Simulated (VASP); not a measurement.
# Ba (Im-3m) in VASP: single point with PBE0

Aim: the single point of Ba with PBE0.

All numbers are computed with VASP 6.6.1; they aren't measurements. Logs are shortened: lines on timing, memory, paths and dates and some standing lists are left out, and cuts for length are marked.

### Step 1. The crystal as given

It takes space group Im-3m (No. 229, cubic). Conventional cell: a = 4.893 Å, b = 4.893 Å, c = 4.893 Å, α = 90.00°, β = 90.00°, γ = 90.00°. Ba (site symmetry m-3m) has 8 Ba at 4.24 Å as nearest neighbours.

### Step 2. Single point, PBE0

Contents of POSCAR:

```
Ba
1.0
   -2.4465300000      2.4465300000      2.4465300000
    2.4465300000     -2.4465300000      2.4465300000
    2.4465300000      2.4465300000     -2.4465300000
Ba
1
Direct
    0.0000000000      0.0000000000      0.0000000000
```

Contents of INCAR.step1:

```
SYSTEM = Ba
ALGO = Normal
EDIFF = 1E-5
ENCUT = 520
GGA = PE
ISIF = 2
ISMEAR = 0
LASPH = .True.
LCHARG = .False.
LREAL = .False.
LWAVE = .True.
NELM = 80
PREC = Accurate
SIGMA = 0.1
```

Contents of INCAR.step2:

```
SYSTEM = Ba
AEXX = 0.25
ALGO = Normal
EDIFF = 1E-6
ENCUT = 520
GGA = PE
HFRCUT = -1
ISIF = 2
ISMEAR = 0
ISTART = 1
LASPH = .True.
LCHARG = .False.
LHFCALC = .True.
LREAL = .False.
LWAVE = .False.
NELM = 80
PREC = Accurate
PRECFOCK = Fast
SIGMA = 0.1
```

Contents of KPOINTS:

```
k-points
0
Gamma
  6 6 6
  0 0 0
```

Potentials or basis: VASP PAW PBE potentials, release 64 (Ba_sv).

Started as:

```
$ cat potpaw_PBE.64/Ba_sv/POTCAR > POTCAR
$ cp INCAR.step1 INCAR
$ mpirun -np 1 vasp_std > vasp.out
$ cp INCAR.step2 INCAR
$ mpirun -np 1 vasp_std > vasp.out
```

OUTCAR:

```text
SYSTEM = Ba
   AEXX = 0.25
   EDIFF = 1E-6
   ENCUT = 520
   GGA = PE
   ISIF = 2
   ISMEAR = 0
   ISTART = 1
   LASPH = .True.
   LHFCALC = .True.
   LREAL = .False.
   NELM = 80
   PREC = Accurate
   PRECFOCK = Fast

 ion  position               nearest neighbor table
   1  0.000  0.000  0.000-

  LATTYP: Found a body centered cubic cell.
 ALAT       =     4.8930600000

  Lattice vectors:

 A1 = (  -2.4465300000,   2.4465300000,   2.4465300000)
 A2 = (   2.4465300000,  -2.4465300000,   2.4465300000)
 A3 = (   2.4465300000,   2.4465300000,  -2.4465300000)

Analysis of symmetry for initial positions (statically):
=====================================================================
 Subroutine PRICEL returns:
 Original cell was already a primitive cell.

 Routine SETGRP: Setting up the symmetry group for a
 body centered cubic supercell.

 Subroutine GETGRP returns: Found 48 space group operations
 (whereof 48 operations were pure point group operations)
 out of a pool of 48 trial point group operations.

The static configuration has the point symmetry O_h .

Analysis of symmetry for dynamics (positions and initial velocities):
=====================================================================
 Subroutine PRICEL returns:
 Original cell was already a primitive cell.

 Routine SETGRP: Setting up the symmetry group for a
 body centered cubic supercell.

 Subroutine GETGRP returns: Found 48 space group operations
 (whereof 48 operations were pure point group operations)
 out of a pool of 48 trial point group operations.

The dynamic configuration has the point symmetry O_h .

 Subroutine INISYM returns: Found 48 space group operations
 (whereof 48 operations are pure point group operations),
 and found     1 'primitive' translations

----------------------------------------------------------------------------------------

                                     Primitive cell

  volume of cell :      58.5749

  direct lattice vectors                    reciprocal lattice vectors
    -2.446530000  2.446530000  2.446530000     0.000000000  0.204371089  0.204371089
     2.446530000 -2.446530000  2.446530000     0.204371089  0.000000000  0.204371089
     2.446530000  2.446530000 -2.446530000     0.204371089  0.204371089  0.000000000

[... 81 lines left out ...]
   TEBEG  =    0.0;   TEEND  =   0.0 temperature during run
   PSTRESS=    0.0 pullay stress
   NELECT =      10.0000    total number of electrons
   NUPDOWN=      -1.0000    fix difference up-down
   EMIN   =  10.00;   EMAX   =-10.00  energy-range for DOS
   EFERMI =   0.00;   METHOD = LEGACY
   ISMEAR =     0;   SIGMA  =   0.10  broadening in eV -4-tet -1-fermi 0-gaus
   EFERMI_NEDOS =   21; number of points for ismear=-14 and -15
   IALGO  =     38    algorithm
   IMIX   =      1    mixing-type and parameters
     AMIX     =   0.40;   BMIX     =  1.00
     AMIX_MAG =   1.60;   BMIX_MAG =  1.00
  volume/ion in A,a.u.               =      58.57       395.28
  Fermi-wavevector in a.u.,A,eV,Ry     =   0.908178  1.716207 11.221911  0.824787
  Thomas-Fermi vector in A             =   2.032073
   LORBIT       =      0    0 simple, 1 ext, 2 COOP (PROOUT), +10 PAW based schemes
   GGA     = PE    functional components
   LHFCALC =     T    Hartree Fock is set to
   PRECFOCK=fast      Normal, Fast or Accurate (Low or Medium for compatibility)
   ENCUT4O =  -1.0   cutoff for four orbital integrals eV
   NKREDX  =     1    reduce k-point grid by
   NKREDY  =     1    reduce k-point grid by
   NKREDZ  =     1    reduce k-point grid by
   AEXX    =    0.2500 exact exchange contribution
   HFSCREEN=    0.0000 screening length (either q_TF or 0.3 A-1)
   HFSCREENC=   0.0000 screening length for correlation (either q_TF or 0.3 A-1)
   ENCUTFOCK=  -1.0 apply spherical cutoff to Coloumb kernel
   IVDW    =     0    specifies the selected vdW correction
   LEPSILON=     F    determine dielectric tensor
   LRPA    =     F    only Hartree local field effects (RPA)
 non-spin polarized calculation
 Gauss-broadening in eV      SIGMA  =   0.10
  energy-cutoff  :      520.00
  volume of cell :       58.57
 maximum number of plane-waves:      1588
  NGX = 20; NGY = 20; NGZ = 20

 number of electron      10.0000000 magnetization

 Free energy of the ion-electron system (eV)
  ---------------------------------------------------
  ext. energy  EPLUGINS =         0.00000000
  ---------------------------------------------------
  free energy    TOTEN  =        -1.75186050 eV

  energy without entropy =       -1.75036469  energy(sigma->0) =       -1.75111259

 E-fermi :   2.1886     XC(G=0):  -6.0764

 val. band max:        1.8259504910   @ k =  -0.3333   0.3333   0.3333
 cond. band min:       2.3191410465   @ k =  -0.3333   0.5000   0.1667
 fundamental gap:      0.4931905555
 Fermi energy:         2.1886314877

 k-point     1 :       0.0000    0.0000    0.0000
  band No.  band energies     occupation
      1     -29.6548      2.00000
      2     -13.4538      2.00000
      3     -13.4538      2.00000
      4     -13.4538      2.00000
      5      -1.8184      2.00000
      6       4.7098      0.00000
      7       4.7098      0.00000
      8       4.7098      0.00000
      9       6.2413      0.00000
[... 169 lines left out ...]
 k-point    16 :       0.5000    0.5000    0.5000
  band No.  band energies     occupation
      1     -29.5380      2.00000
      2     -13.8849      2.00000
      3     -13.8849      2.00000
      4     -13.8849      2.00000
      5       0.8687      2.00000
      6       0.8687      2.00000
      7       7.3628      0.00000
      8       7.3628      0.00000
      9       7.3628      0.00000

------------------------ aborting loop because EDIFF is reached ----------------------------------------

  FORCE on cell =-STRESS in cart. coord.  units (eV):
  Direction    XX          YY          ZZ          XY          YZ          ZX
  --------------------------------------------------------------------------------------
  -------------------------------------------------------------------------------------
  Total        0.5237910      0.5237910      0.5237910      0.0000000      0.0000000      0.0000000
  in kB       14.3270565     14.3270565     14.3270565      0.0000000      0.0000000      0.0000000
  external PRESSURE =      14.3270565 kB  Pullay stress =       0.0000000 kB

 VOLUME and BASIS-vectors are now :
 -----------------------------------------------------------------------------
  energy-cutoff  :      520.00
  volume of cell :       58.57
      direct lattice vectors                 reciprocal lattice vectors
    -2.446530000  2.446530000  2.446530000     0.000000000  0.204371089  0.204371089
     2.446530000 -2.446530000  2.446530000     0.204371089  0.000000000  0.204371089
     2.446530000  2.446530000 -2.446530000     0.204371089  0.204371089  0.000000000

 POSITION                                       TOTAL-FORCE (eV/Angst)
 -----------------------------------------------------------------------------------
      0.00000      0.00000      0.00000         0.000000      0.000000      0.000000
 -----------------------------------------------------------------------------------
    total drift:                                0.000001     -0.000001      0.000000

  FREE ENERGIE OF THE ION-ELECTRON SYSTEM (eV)
  ---------------------------------------------------
  free  energy   TOTEN  =        -1.7518604992 eV

  energy  without entropy=       -1.7503646882  energy(sigma->0) =       -1.75111259
```

Run time: 3.9 min. Hardware: 1 thread of Intel Xeon 6975P-C (Granite Rapids), shared host; peak memory 0.19 GiB.

What came out:

| Property | Result |
| --- | --- |
| Free energy | -1.7519 eV |
| Pressure | 1.4 GPa |
| Band gap on the k mesh | none (metal or under the smearing width) |

Caveat: the PAW data sets were made with another functional, which shifts forces and pressure a little.
